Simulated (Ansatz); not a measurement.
Task: a Berry-phase polarisation of ZnS, space group R3m, with Ansatz's Python interface. Give the script and its output. Level of theory (first run): r2SCAN, PAW, cutoff 630 eV, 6×6×6 k-points, fixed occupations.

```cif
data_structure
_symmetry_space_group_name_H-M 'P 1'
_symmetry_Int_Tables_number 1
_cell_length_a 9.6067
_cell_length_b 9.6067
_cell_length_c 9.6067
_cell_angle_alpha 22.852
_cell_angle_beta 22.852
_cell_angle_gamma 22.852
_cell_volume 117.33
loop_
_atom_site_label
_atom_site_type_symbol
_atom_site_fract_x
_atom_site_fract_y
_atom_site_fract_z
_atom_site_occupancy
Zn1 Zn 0.99997 0.99997 0.99997 1
Zn2 Zn 0.22227 0.22227 0.22227 1
Zn3 Zn 0.44461 0.44461 0.44461 1
S1 S 0.08327 0.08327 0.08327 1
S2 S 0.52784 0.52784 0.52784 1
S3 S 0.30536 0.30536 0.30536 1
```

The script, `run_berry.py`:
```python
"""Berry-phase polarisation of ZnS, and a Born charge from a small shift."""

import argparse
import warnings

import ansatz
import numpy as np

parser = argparse.ArgumentParser(description="Berry-phase polarisation of ZnS, and a Born charge from a small shift.")
parser.add_argument("--functional", default="r2SCAN", help="exchange-correlation functional")
parser.add_argument("--cutoff", type=float, default=630.0, help="basis")
parser.add_argument("--mesh", type=int, nargs=3, default=[6, 6, 6], help="k-point sampling")
parser.add_argument("--scf-tol", type=float, default=1e-05, help="SCF tolerance (eV)")
parser.add_argument("--filling", required=True, help="how the bands are filled")
args = parser.parse_args()


def main() -> None:
    warnings.simplefilter("ignore", ansatz.DeckWarning)

    lattice = ansatz.Lattice.of(
        (1.903071, 1.098739, 9.351948),
        (-1.903071, 1.098739, 9.351948),
        (0.0, -2.197477, 9.351948),
    )
    sites = [
        ("Zn", (0.999971, 0.999971, 0.999971)),
        ("Zn", (0.222269, 0.222269, 0.222269)),
        ("Zn", (0.444613, 0.444613, 0.444613)),
        ("S", (0.083267, 0.083267, 0.083267)),
        ("S", (0.527842, 0.527842, 0.527842)),
        ("S", (0.305363, 0.305363, 0.305363)),
    ]
    system = ansatz.Crystal(lattice=lattice)
    for symbol, position in sites:
        system = system.atom(symbol, position)

    def berry(structure):
        return (
            structure.calculation()
            .functional(args.functional)
            .basis(args.cutoff)
            .kpoints(*args.mesh, center="monkhorst-pack")
            .scf(tolerance=args.scf_tol, self_checks="low")
            .occupations(args.filling)
            .polarization()
            .run()
            .polarization()
        )


    vectors = np.array(system.lattice.vectors)
    shifted = system.move(3, to=np.array(system.sites[3].position) + 0.02 * np.linalg.inv(vectors)[0])
    before, after = berry(system), berry(shifted)
    for label, p in (("as typed", before), ("shifted", after)):
        print(label, "reduced polarisation:", [round(axis.reduced, 4) for axis in p.axes], "modulo", p.modulus)
    # take the change on the nearest branch, then turn it into a dipole per cell
    change = np.array([b.reduced - a.reduced for a, b in zip(before.axes, after.axes)])
    change -= before.modulus * np.round(change / before.modulus)
    dipole = change @ vectors
    print("dipole change (e A):", np.round(dipole, 4) + 0.0)
    print("column of the Born charge of", system.sites[3].symbol, "for a shift along x:", np.round(dipole / 0.02, 2) + 0.0)


if __name__ == "__main__":
    main()
```

```console
$ python run_berry.py --filling fixed
as typed reduced polarisation: [25.4998, 25.4998, 25.4998] modulo 2
shifted reduced polarisation: [25.4895, 25.51, 25.4998] modulo 2
dipole change (e A): [-0.0389  0.      0.    ]
column of the Born charge of S for a shift along x: [-1.94  0.    0.  ]
```

What to keep in mind:
- These settings explore the input space; cutoff and mesh may be short of convergence.
- The structure comes from a database of computed cells and needn't be a stable or known phase.
- Polarisation is defined up to a quantum, so only the change along a continuous path has meaning.
- It ran for 5.3 min on 1 thread of Arm Neoverse V1 (shared host), peak memory 1.1 GiB.

(A comment or docstring line of the script was reworded after the run, the code is as it ran.)
